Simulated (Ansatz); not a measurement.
# SrO: an axial (c/a) deformation path

One table from this session's results is given with a row withheld; the runs are named, their logs left out.

Program: Ansatz 0.2.0. Level of theory: DFT LDA, scalar-relativistic, plane waves, PAW. These are calculated values, not measurements.

**The system as given**

It takes space group P6_3/mmc (No. 194, hexagonal). Conventional cell: a = 3.553 Å, b = 3.553 Å, c = 6.217 Å, α = 90.00°, β = 90.00°, γ = 120.00°. Around Sr (site symmetry -6m2) lie 6 O at 2.57 Å. O (site symmetry -3m) has 6 Sr at 2.57 Å as nearest neighbours.

Coordinates:

```cif
data_structure
_symmetry_space_group_name_H-M 'P6_3/mmc'
_symmetry_Int_Tables_number 194
_cell_length_a 3.5533
_cell_length_b 3.5533
_cell_length_c 6.2173
_cell_angle_alpha 90.000
_cell_angle_beta 90.000
_cell_angle_gamma 120.000
_cell_volume 67.98
loop_
_atom_site_label
_atom_site_type_symbol
_atom_site_symmetry_multiplicity
_atom_site_Wyckoff_symbol
_atom_site_fract_x
_atom_site_fract_y
_atom_site_fract_z
_atom_site_occupancy
Sr1 Sr 2 c 0.33333 0.66667 0.25000 1
O1 O 2 a 0.00000 0.00000 0.00000 1
```

It goes back to an entry of the Materials Project, which need not be the stable form.

The cell is taken as given, not relaxed at this level.

Set-up of the first run:

At fixed volume and fractional coordinates, lengths along (0.000, 0.000, 1.000) are scaled against those across it; ρ is that ratio over its starting value.

Contents of input.yaml:

```yaml
crystal:
  lattice:
    - [3.7510896605, 0.0, 0.0]
    - [-1.8755448302, 3.2485389379, 0.0]
    - [0.0, 0.0, 5.5788932591]
  atoms:
    - { symbol: Sr, position: [0.3333333333, 0.6666666667, 0.25] }
    - { symbol: Sr, position: [0.6666666667, 0.3333333333, 0.75] }
    - { symbol: O, position: [0.0, 0.0, 0.0] }
    - { symbol: O, position: [0.0, 0.0, 0.5] }
basis:
  ecutwfc: 420
kpoints:
  mp_grid: { grid: [9, 9, 4] }
hamiltonian:
  xc: lda
scf:
  occupations: { method: gaussian, width: 0.05 }
output:
  forces: true
  stress: true
  eigenvalues: true
```

Among the steps run: At ρ = 0.850; ρ = 1.200; At ρ = 0.920; Point ρ = 1.100; At ρ = 0.960; Point ρ = 1.050; At ρ = 0.800; At ρ = 1.300.

One table of the session follows, with a row left open; its other results are not shown here.

The scan, with free energies counted from the undisturbed cell:

| ρ | ΔE (meV/atom) | pressure (GPa) | gap on the mesh (eV) |
| --- | --- | --- | --- |
| 0.800 | 286.5 | -4.3 | 0.95 |
| 0.850 | 151.9 | -4.5 | 1.61 |
| 0.920 | ? | ? | ? |
| 0.960 | 8.1 | -5.3 | 2.65 |
| 1.000 | 0.0 | -5.6 | 2.87 |
| 1.050 | 19.2 | -6.1 | 3.00 |
| 1.100 | 68.6 | -6.7 | 2.98 |
| 1.200 | 249.7 | -7.8 | 2.34 |
| 1.300 | 528.1 | -8.7 | 1.40 |

Estimate the missing values for ρ = 0.920.

Worked estimate for «ΔE (meV/atom)». A straight line through the neighbours (0.850, 151.9) and (0.960, 8.1) gives 151.9 + (8.1 − 151.9) × (0.920 − 0.850) / (0.960 − 0.850) = 60.4; a parabola fitted to 4 rows on both sides gives 37.0.

The run gave: ΔE (meV/atom): 38.5; pressure (GPa): -5.0; gap on the mesh (eV): 2.34. In «ΔE (meV/atom)» the line misses by +21.9 and the parabola by -1.5.
